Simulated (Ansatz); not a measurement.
The system is AlN.

```
Al N
1.0
     0.00000    2.18399    2.18399
     2.18399    0.00000    2.18399
     2.18399    2.18399    0.00000
Al N
1 1
Direct
  0.00000 0.00000 0.00000
  0.25000 0.25000 0.25000
```

Measurements of this composition are mostly on another form, of space group No. 186.

Program: Ansatz 0.2.0. Alike in all runs: potentials or basis Ansatz PAW; no spin polarisation; cell as given; k mesh 10 × 10 × 10; cutoff (eV) 420. Hardware: 2 threads of Intel(R) Xeon(R) Processor @ 2.50GHz (Skylake/Cascade Lake) (shared host).

Task: Order these runs on this cell by their wall time, lowest first.
A. task single point; level PBE; smearing gaussian 0.029 eV
B. task band structure; level revPBE; smearing fermi-dirac 0.05 eV; points for each segment of the path 14
C. task Born charges and dielectric tensor; level PBE; smearing fixed

Result: A (1.2 s), B (2.4 s), C (23 s).
